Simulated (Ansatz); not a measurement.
Equation of state of LuH2 under PBEsol

```yaml
crystal:
  lattice:
    - [0.00000, 2.51650, 2.51650]
    - [2.51650, 0.00000, 2.51650]
    - [2.51650, 2.51650, 0.00000]
  atoms:
    - { symbol: Lu, position: [0.00000, 0.00000, 0.00000] }
    - { symbol: H, position: [0.75000, 0.75000, 0.75000] }
    - { symbol: H, position: [0.25000, 0.25000, 0.25000] }
```

The cell was scaled at fixed shape and fractions and run with Ansatz, Ansatz PAW, cutoff 420 eV; PBEsol, k mesh 9 × 9 × 9 on the cell of 3 atoms, fermi-dirac occupations of 0.05 eV, no spin polarisation, no spin-orbit coupling. The potentials were made for PBE. Energies are those that the program minimises, any entropy of the smearing included. For a metal such a mesh isn't converged to the digits shown.

| V (Å³/atom) | energy over the lowest row (meV/atom) |
| --- | --- |
| 9.9868 | 0.88 |
| 10.1993 | 0.00 |
| 10.4118 | 1.79 |
| 10.6243 | ? |
| 10.8368 | 12.40 |
| 11.0493 | 20.78 |
| 11.2617 | 30.96 |

**Question.** Fit the third-order Birch-Murnaghan form, give V0, B0 and B′, and predict the energy left open.

**Answer.** With y = (V0/V)^(2/3), E = E0 + (9 V0 B0/16) [(y - 1)³ B′ + (y - 1)² (6 - 4y)]. Least squares through the rows shown give V0 = 10.1599 Å³/atom, E0 = -0.05 meV, B0 = 97.96 GPa (1 eV/Å³ = 160.218 GPa) and B′ = 3.75, with a largest miss of 0.01 meV. At V = 10.6243 the form with these constants gives 6.00 meV; the run gave 6.01 meV an atom. Other set-ups at this level, from all their volumes (Å³/atom, GPa): Ansatz, all-electron LAPW, scalar-relativistic: V0 10.157, B0 97.91. Measured volume: 10.62 Å³/atom (pmc:10396964, doi:10.1038/s41586-023-06162-w), so the fit lies -4.3 % from it. The runs are for a static lattice.
